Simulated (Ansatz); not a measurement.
# SiO2 (I-42d): the equilibrium volume, part 2 of 2

Aim: the volume at which the pressure of SiO2 (I-42d) vanishes.

Ansatz 0.2.0; DFT PBEsol, scalar-relativistic, plane waves, PAW. Earlier steps stand in the parts before.

### 3 Relaxing cell and atoms

Contents of input.yaml:

```yaml
crystal:
  lattice:
    - [-2.4772904627, 2.4772904627, 3.6556712422]
    - [2.4772904627, -2.4772904627, 3.6556712422]
    - [2.4772904627, 2.4772904627, -3.6556712422]
  atoms:
    - { symbol: Si, position: [0.0, 0.0, 0.0] }
    - { symbol: Si, position: [0.75, 0.25, 0.5] }
    - { symbol: O, position: [0.375, 0.22178613, 0.34678613] }
    - { symbol: O, position: [0.97178613, 0.625, 0.84678613] }
    - { symbol: O, position: [0.77821387, 0.125, 0.15321387] }
    - { symbol: O, position: [0.875, 0.02821387, 0.65321387] }
basis:
  ecutwfc: 420
kpoints:
  mp_grid: { grid: [6, 6, 6] }
hamiltonian:
  xc: pbesol
scf:
  occupations: { method: gaussian, width: 0.02 }
output:
  forces: true
  stress: true
  eigenvalues: true
relax:
  adjacent_minimum: "off"
  f_tol: 0.005
  max_steps: 80
  cell: { stress_tol: 0.05 }
```

Launch:

```
$ ansatz run input.yaml --threads 8 --pin off --max-ram 16384MiB --backend cpu --events-out ev --progress --plain --runs-dir out
```

Log:

```text
Warning: RAYON_NUM_THREADS=8 ignored (pool sized by the plan → 8); use --threads N
Engine: ansatz 0.2.0, aarch64-unknown-linux-gnu
Pseudopotentials: kind: paw
Pseudopotential: Si, paw, valence charge 4, recommended cutoff 420 eV (normal), Si.paw.azcp
Pseudopotential: O, paw, valence charge 6, recommended cutoff 420 eV (normal), O.paw.azcp
Functional definition: PBEsol
  exchange = pbesol_x
  correlation = pbesol_c
Crystal: 6 atoms, lattice volume = 89.739 Å³
Basis set: ecut = 420 eV, 1769 PW (Γ), exchange–correlation on 72×72×72 points (8 copies of the dense FFT grid, shifted against one another)
Bands: 22, of which v1, the nominal top of the filled ones, is band 16 counted from 1 (15 counted from 0)
Symmetry: 8 space group operations
Space group: I-42d (ITA 122), of the structure as read, at distance tolerance 4.5e-5 Å
k-points: 30 of 216 (time reversal used)
Non-local potential: Si, projectors of the file, l = 0: 2, l = 1: 2, l = 2: 2
Non-local potential: O, projectors of the file, l = 0: 2, l = 1: 2, l = 2: 1
PAW form: soft (Blöchl's): semilocal exchange-correlation on the pseudo side does not see the compensation charge
PAW frozen core: Si, regenerated for the run's functional, and the local potential with it (the file was generated under x = pbe(κ = 0.804, μ = 0.2195149727645171), c = pbe(β = 0.06672455060314922))
PAW frozen core: O, regenerated for the run's functional, and the local potential with it (the file was generated under x = pbe(κ = 0.804, μ = 0.2195149727645171), c = pbe(β = 0.06672455060314922))
PAW one-centre angular grid: Si, 110 points (default); XC on 64 Gauss nodes
PAW one-centre angular grid: O, 110 points (default); XC on 64 Gauss nodes
Initial density: superposition of atomic densities (neutral atoms: chi_scale 0, normalization atom), corrected by the library's trained network
Initial wavefunctions: pseudopotential atomic-orbital guess
Functional: x = pbesol(κ = 0.804, μ = 0.12345679012345678), c = pbesol(β = 0.046)
SCF iter   1: F=—  HF=-3493.255345 eV  |F-HF|=—  |Δ(HF+E_count)|=         —  Δρ=9.94e-3  dr2=6.56e-2  ethr=1.77e-3  ⟨swp⟩=7.1  Hψ=3961  notcnv=0  defer=1
preconditioner: auto → none  [insulator: Δε(μ)=5.774 eV  Ē_g=16.520 eV  σ=0.020 eV  W_gap=1.00  n_scr=14 (ndim 8)  ℏωp=22.2 eV  f_vac=0.253  D(μ)=0.00/eV (n_scr^D=0)  ε∞_Penn≈2.8]
SCF iter   2: F=—  HF=-3493.240503 eV  |F-HF|=—  |Δ(HF+E_count)|=   1.48e-2  Δρ=3.55e-3  dr2=6.99e-3  ethr=2.05e-4  ⟨swp⟩=2.2  Hψ=1404  notcnv=0  defer=49
SCF iter   3: F=—  HF=-3493.238477 eV  |F-HF|=—  |Δ(HF+E_count)|=   2.03e-3  Δρ=4.92e-4  dr2=7.37e-5  ethr=2.18e-5  ⟨swp⟩=2.0  Hψ=1102  notcnv=0  defer=49
SCF iter   4: F=—  HF=-3493.238776 eV  |F-HF|=—  |Δ(HF+E_count)|=   2.99e-4  Δρ=7.29e-5  dr2=2.26e-6  ethr=2.30e-7  ⟨swp⟩=2.0  Hψ=1187  notcnv=0  defer=49
SCF iter   5: F=—  HF=-3493.238776 eV  |F-HF|=—  |Δ(HF+E_count)|=   1.24e-7  Δρ=3.12e-5  dr2=3.38e-7  ethr=7.07e-9  ⟨swp⟩=2.0  Hψ=1067  notcnv=0  defer=49
SCF iter   6: F=-3493.238776 eV  HF=-3493.238776 eV  |F-HF|=1.11e-9  |Δ(HF+E_count)|=   3.00e-8  Δρ=2.56e-6  dr2=2.53e-9  ethr=3.13e-10  ⟨swp⟩=10.6  Hψ=3199  notcnv=0
SCF 1 converged in 6 iterations: F = -3493.238776 eV  dr2 = 2.53e-9
relax step   1: F+E_penalty+E_count = -3493.23877623 eV  Δ(F+E_penalty+E_count) = +0.000e0 eV  max|allowed force component| = 1.462e-1 eV/Å  Δτ_max = 0.0000 Å  P = +2.214 GPa  Ω = 89.739 Å³  (6 SCF iters, dr2 threshold 1.00e-7 eV, accepted)
Crystal: 6 atoms, lattice volume = 90.332 Å³
Basis set: ecut = 420 eV, 1785 PW (Γ), exchange–correlation on 72×72×72 points (8 copies of the dense FFT grid, shifted against one another)
Initial density: handed on by an earlier stage of this run
Initial wavefunctions: those handed on with the density
iter 1 solved again at ethr=5.24e-6 eV; its pass at ethr=3.10e-3 eV (dr2=1.68e-3 eV) is discarded
SCF iter   1: F=—  HF=-3493.243000 eV  |F-HF|=—  |Δ(HF+E_count)|=         —  Δρ=1.33e-3  dr2=1.44e-3  ethr=5.24e-6  ⟨swp⟩=2.3  Hψ=3371  notcnv=0
preconditioner: auto → none  [insulator: Δε(μ)=5.845 eV  Ē_g=16.542 eV  σ=0.020 eV  W_gap=1.00  n_scr=14 (ndim 8)  ℏωp=22.1 eV  f_vac=0.252  D(μ)=0.00/eV (n_scr^D=0)  ε∞_Penn≈2.8]
SCF iter   2: F=—  HF=-3493.242585 eV  |F-HF|=—  |Δ(HF+E_count)|=   4.15e-4  Δρ=6.23e-4  dr2=1.79e-4  ethr=4.50e-6  ⟨swp⟩=2.1  Hψ=1276  notcnv=0
SCF iter   3: F=—  HF=-3493.242572 eV  |F-HF|=—  |Δ(HF+E_count)|=   1.22e-5  Δρ=1.73e-4  dr2=1.74e-5  ethr=5.58e-7  ⟨swp⟩=2.0  Hψ=1017  notcnv=0
SCF iter   4: F=—  HF=-3493.242569 eV  |F-HF|=—  |Δ(HF+E_count)|=   3.18e-6  Δρ=3.57e-5  dr2=6.22e-7  ethr=5.45e-8  ⟨swp⟩=2.0  Hψ=1140  notcnv=0
SCF iter   5: F=-3493.242569 eV  HF=-3493.242569 eV  |F-HF|=7.53e-9  |Δ(HF+E_count)|=   1.45e-7  Δρ=3.85e-6  dr2=7.73e-9  ethr=1.87e-9  ⟨swp⟩=5.3  Hψ=2884  notcnv=0
SCF 2 converged in 5 iterations: F = -3493.242569 eV  dr2 = 7.73e-9
relax step   2: F+E_penalty+E_count = -3493.24256944 eV  Δ(F+E_penalty+E_count) = -3.793e-3 eV  max|allowed force component| = 7.913e-2 eV/Å  Δτ_max = 0.0009 Å  P = +1.153 GPa  Ω = 90.332 Å³  energy of the carried Pulay correction = -2.029e-3 eV  (5 SCF iters, dr2 threshold 6.00e-7 eV, accepted)
Crystal: 6 atoms, lattice volume = 90.976 Å³
Basis set: ecut = 420 eV, 1817 PW (Γ), exchange–correlation on 72×72×72 points (8 copies of the dense FFT grid, shifted against one another)
iter 1 solved again at ethr=6.12e-6 eV; its pass at ethr=3.10e-3 eV (dr2=1.96e-3 eV) is discarded
SCF iter   1: F=—  HF=-3493.243122 eV  |F-HF|=—  |Δ(HF+E_count)|=         —  Δρ=1.43e-3  dr2=1.69e-3  ethr=6.12e-6  ⟨swp⟩=1.9  Hψ=3393  notcnv=0
preconditioner: auto → none  [insulator: Δε(μ)=5.805 eV  Ē_g=16.480 eV  σ=0.020 eV  W_gap=1.00  n_scr=14 (ndim 8)  ℏωp=22.0 eV  f_vac=0.254  D(μ)=0.00/eV (n_scr^D=0)  ε∞_Penn≈2.8]
SCF iter   2: F=—  HF=-3493.242634 eV  |F-HF|=—  |Δ(HF+E_count)|=   4.88e-4  Δρ=6.74e-4  dr2=2.12e-4  ethr=5.28e-6  ⟨swp⟩=2.1  Hψ=1276  notcnv=0
SCF iter   3: F=—  HF=-3493.242613 eV  |F-HF|=—  |Δ(HF+E_count)|=   2.13e-5  Δρ=1.86e-4  dr2=2.05e-5  ethr=6.64e-7  ⟨swp⟩=2.0  Hψ=1017  notcnv=0
SCF iter   4: F=—  HF=-3493.242609 eV  |F-HF|=—  |Δ(HF+E_count)|=   3.62e-6  Δρ=3.88e-5  dr2=7.46e-7  ethr=6.40e-8  ⟨swp⟩=2.0  Hψ=1140  notcnv=0
SCF iter   5: F=-3493.242609 eV  HF=-3493.242609 eV  |F-HF|=9.11e-9  |Δ(HF+E_count)|=   1.83e-7  Δρ=4.24e-6  dr2=9.41e-9  ethr=1.87e-9  ⟨swp⟩=5.3  Hψ=2904  notcnv=0
SCF 3 converged in 5 iterations: F = -3493.242609 eV  dr2 = 9.41e-9
relax step   3: F+E_penalty+E_count = -3493.24260950 eV  Δ(F+E_penalty+E_count) = -4.006e-5 eV  max|allowed force component| = 7.302e-3 eV/Å  Δτ_max = 0.0008 Å  P = +0.023 GPa  Ω = 90.976 Å³  energy of the carried Pulay correction = -4.216e-3 eV  (5 SCF iters, dr2 threshold 6.00e-7 eV, accepted)
Crystal: 6 atoms, lattice volume = 90.936 Å³
iter 1 solved again at ethr=3.73e-8 eV; its pass at ethr=3.10e-3 eV (dr2=1.20e-5 eV) is discarded
SCF iter   1: F=—  HF=-3493.242724 eV  |F-HF|=—  |Δ(HF+E_count)|=         —  Δρ=1.49e-4  dr2=1.33e-5  ethr=3.73e-8  ⟨swp⟩=3.1  Hψ=3885  notcnv=0
preconditioner: auto → none  [insulator: Δε(μ)=5.820 eV  Ē_g=16.492 eV  σ=0.020 eV  W_gap=1.00  n_scr=14 (ndim 8)  ℏωp=22.0 eV  f_vac=0.251  D(μ)=0.00/eV (n_scr^D=0)  ε∞_Penn≈2.8]
SCF iter   2: F=—  HF=-3493.242765 eV  |F-HF|=—  |Δ(HF+E_count)|=   4.06e-5  Δρ=6.54e-5  dr2=1.51e-6  ethr=3.73e-8  ⟨swp⟩=2.8  Hψ=1132  notcnv=0
SCF iter   3: F=—  HF=-3493.242765 eV  |F-HF|=—  |Δ(HF+E_count)|=   6.82e-8  Δρ=1.43e-5  dr2=6.68e-8  ethr=4.71e-9  ⟨swp⟩=2.2  Hψ=1064  notcnv=0
SCF iter   4: F=—  HF=-3493.242765 eV  |F-HF|=—  |Δ(HF+E_count)|=   5.13e-9  Δρ=7.05e-6  dr2=2.77e-8  ethr=2.09e-10  ⟨swp⟩=2.0  Hψ=1107  notcnv=0
SCF iter   5: F=-3493.242765 eV  HF=-3493.242765 eV  |F-HF|=4.96e-11  |Δ(HF+E_count)|=   8.22e-9  Δρ=6.74e-7  dr2=9.72e-11  ethr=1.04e-11  ⟨swp⟩=3.0  Hψ=2758  notcnv=0
SCF 4 converged in 5 iterations: F = -3493.242765 eV  dr2 = 9.72e-11
relax step   4: F+E_penalty+E_count = -3493.24276462 eV  Δ(F+E_penalty+E_count) = -1.551e-4 eV  max|allowed force component| = 5.017e-3 eV/Å  Δτ_max = 0.0012 Å  P = +0.006 GPa  Ω = 90.936 Å³  energy of the carried Pulay correction = -4.083e-3 eV  (5 SCF iters, dr2 threshold 3.33e-9 eV, accepted)
Crystal: 6 atoms, lattice volume = 90.789 Å³
iter 1 solved again at ethr=3.89e-7 eV; its pass at ethr=3.10e-3 eV (dr2=1.24e-4 eV) is discarded
SCF iter   1: F=—  HF=-3493.243308 eV  |F-HF|=—  |Δ(HF+E_count)|=         —  Δρ=4.78e-4  dr2=1.37e-4  ethr=3.89e-7  ⟨swp⟩=3.0  Hψ=3883  notcnv=0
preconditioner: auto → none  [insulator: Δε(μ)=5.823 eV  Ē_g=16.492 eV  σ=0.020 eV  W_gap=1.00  n_scr=14 (ndim 8)  ℏωp=22.0 eV  f_vac=0.250  D(μ)=0.00/eV (n_scr^D=0)  ε∞_Penn≈2.8]
SCF iter   2: F=—  HF=-3493.243263 eV  |F-HF|=—  |Δ(HF+E_count)|=   4.49e-5  Δρ=2.19e-4  dr2=1.65e-5  ethr=3.89e-7  ⟨swp⟩=2.6  Hψ=1072  notcnv=0
SCF iter   3: F=—  HF=-3493.243300 eV  |F-HF|=—  |Δ(HF+E_count)|=   3.77e-5  Δρ=6.22e-5  dr2=1.97e-6  ethr=5.16e-8  ⟨swp⟩=2.8  Hψ=1161  notcnv=0
SCF iter   4: F=—  HF=-3493.243301 eV  |F-HF|=—  |Δ(HF+E_count)|=   6.19e-7  Δρ=2.28e-5  dr2=1.65e-7  ethr=6.15e-9  ⟨swp⟩=2.0  Hψ=1028  notcnv=0
SCF iter   5: F=—  HF=-3493.243301 eV  |F-HF|=—  |Δ(HF+E_count)|=   1.51e-8  Δρ=4.27e-6  dr2=5.42e-9  ethr=5.15e-10  ⟨swp⟩=2.4  Hψ=1044  notcnv=0
SCF iter   6: F=-3493.243301 eV  HF=-3493.243301 eV  |F-HF|=1.82e-11  |Δ(HF+E_count)|=   1.25e-9  Δρ=3.21e-7  dr2=2.79e-11  ethr=4.92e-12  ⟨swp⟩=4.9  Hψ=2367  notcnv=0
SCF 5 converged in 6 iterations: F = -3493.243301 eV  dr2 = 2.79e-11
relax step   5: F+E_penalty+E_count = -3493.24330108 eV  Δ(F+E_penalty+E_count) = -5.365e-4 eV  max|allowed force component| = 2.276e-4 eV/Å  Δτ_max = 0.0037 Å  P = -0.007 GPa  Ω = 90.789 Å³  energy of the carried Pulay correction = -3.584e-3 eV  (6 SCF iters, dr2 threshold 1.57e-9 eV, accepted)
Initial wavefunctions: pseudopotential atomic-orbital guess (no wavefunctions were taken with the density)
iter 1 solved again at ethr=2.53e-7 eV; its pass at ethr=3.10e-3 eV (dr2=8.09e-5 eV) is discarded
SCF iter   1: F=—  HF=-3493.246499 eV  |F-HF|=—  |Δ(HF+E_count)|=         —  Δρ=1.24e-4  dr2=1.28e-6  ethr=2.53e-7  ⟨swp⟩=3.0  Hψ=5948  notcnv=0
preconditioner: auto → none  [insulator: Δε(μ)=5.824 eV  Ē_g=16.493 eV  σ=0.020 eV  W_gap=1.00  n_scr=14 (ndim 8)  ℏωp=22.0 eV  f_vac=0.251  D(μ)=0.00/eV (n_scr^D=0)  ε∞_Penn≈2.8]
SCF iter   2: F=—  HF=-3493.246835 eV  |F-HF|=—  |Δ(HF+E_count)|=   3.36e-4  Δρ=5.94e-5  dr2=3.66e-7  ethr=4.01e-9  ⟨swp⟩=2.0  Hψ=1032  notcnv=0
SCF iter   3: F=—  HF=-3493.246919 eV  |F-HF|=—  |Δ(HF+E_count)|=   8.45e-5  Δρ=2.45e-5  dr2=5.15e-8  ethr=1.14e-9  ⟨swp⟩=2.0  Hψ=1016  notcnv=0
SCF iter   4: F=—  HF=-3493.246936 eV  |F-HF|=—  |Δ(HF+E_count)|=   1.62e-5  Δρ=1.24e-6  dr2=2.79e-10  ethr=1.61e-10  ⟨swp⟩=2.0  Hψ=1138  notcnv=0
SCF iter   5: F=-3493.246936 eV  HF=-3493.246936 eV  |F-HF|=1.11e-9  |Δ(HF+E_count)|=   2.34e-8  Δρ=3.11e-7  dr2=1.81e-11  ethr=1.00e-12  ⟨swp⟩=5.5  Hψ=2468  notcnv=0
SCF 6 converged in 5 iterations: F = -3493.246936 eV  dr2 = 1.81e-11
relax step   6: F+E_penalty+E_count = -3493.24693567 eV  Δ(F+E_penalty+E_count) = -3.635e-3 eV  max|allowed force component| = 2.041e-4 eV/Å  Δτ_max = 0.0000 Å  P = +0.069 GPa  Ω = 90.789 Å³  stress off target by 7.39e-2 GPa  SCF on the basis re-selected at this cell (its energy is not comparable with the rows above)  (5 SCF iters)
basis re-selected at this cell: Δ(F+E_penalty+E_count) = -3.635e-3 eV, ΔP = +0.076 GPa vs the last step (what re-selecting the basis moved, of the pressure what is left beyond the Pulay correction that the steps carried, after the strain that the cell walked since its last selection, with what the two solves' SCF thresholds leave and, on support functions, any second-order correction that the steps lacked; it is no measure of the basis error at this ecutwfc). This SCF's stress stands 7.39e-2 GPa from its target on what of the cell is left free (relax.cell.stress_tol is 5.00e-2 GPa) and its largest allowed force component is 2.04e-4 eV/Å (relax.f_tol is 5.00e-3 eV/Å): not within both, so this SCF does not close the relaxation
Crystal: 6 atoms, lattice volume = 91.025 Å³
iter 1 solved again at ethr=7.32e-7 eV; its pass at ethr=3.10e-3 eV (dr2=2.34e-4 eV) is discarded
SCF iter   1: F=—  HF=-3493.246222 eV  |F-HF|=—  |Δ(HF+E_count)|=         —  Δρ=6.32e-4  dr2=2.44e-4  ethr=7.32e-7  ⟨swp⟩=3.0  Hψ=3860  notcnv=0
preconditioner: auto → none  [insulator: Δε(μ)=5.816 eV  Ē_g=16.488 eV  σ=0.020 eV  W_gap=1.00  n_scr=14 (ndim 8)  ℏωp=22.0 eV  f_vac=0.252  D(μ)=0.00/eV (n_scr^D=0)  ε∞_Penn≈2.8]
SCF iter   2: F=—  HF=-3493.246151 eV  |F-HF|=—  |Δ(HF+E_count)|=   7.08e-5  Δρ=3.05e-4  dr2=3.16e-5  ethr=7.32e-7  ⟨swp⟩=2.3  Hψ=1002  notcnv=0
SCF iter   3: F=—  HF=-3493.246190 eV  |F-HF|=—  |Δ(HF+E_count)|=   3.86e-5  Δρ=1.10e-4  dr2=6.86e-6  ethr=9.88e-8  ⟨swp⟩=2.0  Hψ=1018  notcnv=0
SCF iter   4: F=—  HF=-3493.246191 eV  |F-HF|=—  |Δ(HF+E_count)|=   1.12e-6  Δρ=3.08e-5  dr2=2.26e-7  ethr=2.14e-8  ⟨swp⟩=2.0  Hψ=1020  notcnv=0
SCF iter   5: F=-3493.246191 eV  HF=-3493.246191 eV  |F-HF|=2.28e-9  |Δ(HF+E_count)|=   3.34e-8  Δρ=3.24e-6  dr2=2.44e-9  ethr=4.27e-11  ⟨swp⟩=3.0  Hψ=2873  notcnv=0
SCF 7 converged in 5 iterations: F = -3493.246191 eV  dr2 = 2.44e-9
relax step   7: F+E_penalty+E_count = -3493.24619107 eV  Δ(F+E_penalty+E_count) = +7.446e-4 eV  max|allowed force component| = 6.337e-4 eV/Å  Δτ_max = 0.0049 Å  P = +0.020 GPa  Ω = 91.025 Å³  energy of the carried Pulay correction = -8.071e-4 eV  (5 SCF iters, dr2 threshold 1.37e-8 eV, accepted)
iter 1 solved again at ethr=2.32e-7 eV; its pass at ethr=3.10e-3 eV (dr2=7.41e-5 eV) is discarded
SCF iter   1: F=—  HF=-3493.246526 eV  |F-HF|=—  |Δ(HF+E_count)|=         —  Δρ=7.42e-5  dr2=1.51e-7  ethr=2.32e-7  ⟨swp⟩=3.0  Hψ=5950  notcnv=0
preconditioner: auto → none  [insulator: Δε(μ)=5.817 eV  Ē_g=16.489 eV  σ=0.020 eV  W_gap=1.00  n_scr=14 (ndim 8)  ℏωp=22.0 eV  f_vac=0.251  D(μ)=0.00/eV (n_scr^D=0)  ε∞_Penn≈2.8]
SCF iter   2: F=—  HF=-3493.246803 eV  |F-HF|=—  |Δ(HF+E_count)|=   2.77e-4  Δρ=3.69e-5  dr2=3.89e-8  ethr=4.70e-10  ⟨swp⟩=2.1  Hψ=1144  notcnv=0
SCF iter   3: F=—  HF=-3493.246880 eV  |F-HF|=—  |Δ(HF+E_count)|=   7.64e-5  Δρ=8.81e-6  dr2=9.68e-9  ethr=1.22e-10  ⟨swp⟩=2.0  Hψ=1095  notcnv=0
SCF iter   4: F=—  HF=-3493.246883 eV  |F-HF|=—  |Δ(HF+E_count)|=   3.80e-6  Δρ=4.73e-7  dr2=6.40e-11  ethr=1.00e-12  ⟨swp⟩=4.5  Hψ=3423  notcnv=0
SCF iter   5: F=-3493.246883 eV  HF=-3493.246883 eV  |F-HF|=3.83e-10  |Δ(HF+E_count)|=   5.49e-9  Δρ=1.30e-7  dr2=5.11e-12  ethr=1.00e-12  ⟨swp⟩=4.2  Hψ=2213  notcnv=0
SCF 8 converged in 5 iterations: F = -3493.246883 eV  dr2 = 5.11e-12
relax step   8: F+E_penalty+E_count = -3493.24688338 eV  Δ(F+E_penalty+E_count) = -6.923e-4 eV  max|allowed force component| = 6.313e-4 eV/Å  Δτ_max = 0.0000 Å  P = +0.027 GPa  Ω = 91.025 Å³  stress off target by 2.71e-2 GPa  SCF on the basis re-selected at this cell (its energy is not comparable with the rows above)  (5 SCF iters)
basis re-selected at this cell: Δ(F+E_penalty+E_count) = -6.923e-4 eV, ΔP = +0.007 GPa vs the last step (what re-selecting the basis moved, of the pressure what is left beyond the Pulay correction that the steps carried, after the strain that the cell walked since its last selection, with what the two solves' SCF thresholds leave and, on support functions, any second-order correction that the steps lacked; it is no measure of the basis error at this ecutwfc). This SCF's stress stands 2.71e-2 GPa from its target on what of the cell is left free (relax.cell.stress_tol is 5.00e-2 GPa) and its largest allowed force component is 6.31e-4 eV/Å (relax.f_tol is 5.00e-3 eV/Å): within both
SCF converged after 5 iterations
Free energy (F): -3493.246883 eV
Harris-Foulkes:  -3493.246883 eV  (|F-HF|=3.83e-10)
Internal energy: -3493.246883 eV  (E = F + TS)
E sigma→0 (E₀):  -3493.246883 eV
Fermi energy:    3.513568 eV
--- Per-component energies (eV) ---
  E_band       = -193.553506
  E_kinetic    = 801.563498
  E_local      = -2350.320352  (includes V_loc(G=0)·N_el)
  E_nonlocal   = 241.974375
  E_hartree    = 868.285026
  E_xc         = -402.814920
  E_vxc        = -470.254789  (∫ρ·V_xc dr)
  E_paw        = -1611.840768  (= ΣΔE_a)
  E_vpaw       = -153.096695  (= ΣTr[D̂ρ^β])
  E_aug_tail   = 0.010413  (compensation charges beyond the density's cutoff)
  E_ewald      = -1040.308429
  E_core_change = 0.204273  (= ΣΔE_core)
  E_smearing   = -0.000000  (= −TS)
  E_closure    = 0.000000  (closes the sum)
  Σ components = -3493.246883   (vs F -3493.246883, Δ=0.00e0)
--- Forces (eV/Å), atoms counted from 1 ---
  atom   1  Si     0.00000000    -0.00000000    -0.00000000
  atom   2  Si     0.00000000     0.00000000     0.00000000
  atom   3  O      0.00063128    -0.00000000     0.00000000
  atom   4  O     -0.00000000     0.00063128     0.00000000
  atom   5  O      0.00000000    -0.00063128     0.00000000
  atom   6  O     -0.00063128    -0.00000000     0.00000000
  max |Σ_I F_I| component: 3.99e-17 eV/Å
--- Stress (GPa, compression-positive) ---
        0.027062      -0.000000       0.000000
       -0.000000       0.027062       0.000000
        0.000000       0.000000       0.027046
  P = ⅓ Tr σ = 0.0271 GPa (0.271 kbar)
--- Band table (eV; the first three rows and the last of 30) ---
  k-point 0: bands = ["-18.4713", "-16.3966", "-16.3966", "-16.3328", "-8.6103", "-4.8995", "-4.8995", "-4.6266", "-1.9209", "-1.4812", "-0.9850", "-0.9850", "-0.9287", "-0.0892", "0.6050", "0.6050", "6.4221", "9.2716", "11.0204", "11.0204", "11.1269", "12.4599"]
  k-point 1: bands = ["-18.3595", "-16.5787", "-16.4027", "-16.3468", "-8.3262", "-5.1351", "-4.7633", "-4.4935", "-1.9940", "-1.3914", "-1.2948", "-1.0341", "-0.9982", "-0.0440", "0.5228", "0.5272", "6.9924", "9.5989", "10.3500", "10.8430", "11.8673", "12.1109"]
  k-point 2: bands = ["-18.0405", "-17.0290", "-16.4115", "-16.3790", "-7.5859", "-5.7412", "-4.4460", "-4.2813", "-2.1352", "-1.7664", "-1.3433", "-1.3276", "-0.8193", "-0.0650", "0.3373", "0.3705", "8.3263", "10.0816", "10.1747", "10.7587", "11.8767", "11.9934"]
  k-point 29: bands = ["-17.5537", "-17.5537", "-16.4302", "-16.4302", "-6.4527", "-6.4527", "-4.3185", "-4.3185", "-1.8715", "-1.8715", "-1.4782", "-1.4782", "-0.8617", "-0.8617", "0.2837", "0.2837", "9.4138", "9.4138", "10.7246", "10.7246", "12.1119", "12.1119"]
--- Relaxed structure (6 steps of the walk, 6 accepted, 2 SCFs on fresh bases) ---
  F+E_penalty+E_count = -3493.24688338 eV   max|allowed force component| = 6.313e-4 eV/Å   (the final SCF, on the basis selected at the relaxed cell)
  cell:  # Å, volume = 91.0247 Å³
    - [-2.4908748719937006, 2.4908748719937006, 3.667712640919342]
    - [2.4908748719937006, -2.4908748719937006, 3.667712640919342]
    - [2.4908748719937006, 2.4908748719937006, -3.667712640919342]
  atoms:
    - { symbol: Si, position: [1.6313713576960308e-35, -2.1882822963436996e-20, -2.1882822963436978e-20] }
    - { symbol: Si, position: [0.75, 0.25, 0.5] }
    - { symbol: O, position: [0.375, 0.22142863984530595, 0.3464286398453059] }
    - { symbol: O, position: [0.9714286398453058, 0.625, 0.8464286398453059] }
    - { symbol: O, position: [0.7785713601546941, 0.12499999999999994, 0.15357136015469403] }
    - { symbol: O, position: [0.875, 0.028571360154694136, 0.6535713601546941] }
```

It took 6.7 s on 8 threads of Arm Neoverse V2, shared host; peak memory 0.42 GiB.

Step by step:

```csv
step,energy from step 1 (meV/atom),largest force component (eV/Å),pressure (GPa),volume (Å³/atom)
1,0.0,0.146,2.21,14.956
2,-0.6,0.079,1.15,15.055
3,-0.6,0.007,0.02,15.163
4,-0.7,0.005,0.01,15.156
5,-0.8,0.000,-0.01,15.132
6,-1.4,0.000,0.07,15.132
7,-1.2,0.001,0.02,15.171
8,-1.4,0.001,0.03,15.171
```

Step 1 is the start. Step 6 repeats a cell on a basis chosen anew, so the energy can jump there without a move. Step 8 repeats the geometry before it on a plane-wave basis chosen anew for the final cell, which shifts the energy by -0.1 meV/atom.

Read off: volume 15.171 Å³/atom, pressure 0.03 GPa, gap on the mesh 5.82 eV.

### 4 The cell, before and after

The cell before and after:

| cell as typed | before | after | change |
| --- | --- | --- | --- |
| a (Å) | 5.063 | 5.085 | +0.4 % |
| b (Å) | 5.063 | 5.085 | +0.4 % |
| c (Å) | 5.063 | 5.085 | +0.4 % |
| α (°) | 121.42 | 121.34 | -0.07° |
| β (°) | 121.42 | 121.34 | -0.07° |
| γ (°) | 87.56 | 87.69 | +0.12° |
| volume (Å³/atom) | 14.956 | 15.171 | +1.4 % |
| shortest distance (Å) | 1.612 | 1.619 | +0.4 % |
| space group | I-42d | I-42d | same |

### 5 Results

The summary covers parts 1 to 2. Changes of volume or cell count from the first structure of part 1.

| quantity | value |
| --- | --- |
| volume | 15.171 Å³/atom |
| pressure | 0.03 GPa |
| conventional cell | a = 4.982 Å, b = 4.982 Å, c = 7.335 Å, α = 90.00°, β = 90.00°, γ = 90.00° |
| gap on the mesh | 5.82 eV |

**Reading.** Over the 2 runs shown the cell moved from 14.96 to 15.17 Å³/atom, a change of +1.4 %, where the pressure is zero within 0.03 GPa.

The gaps are Kohn-Sham values of a semilocal functional, not quasiparticle or optical gaps. Such gaps usually fall short of the measured ones.
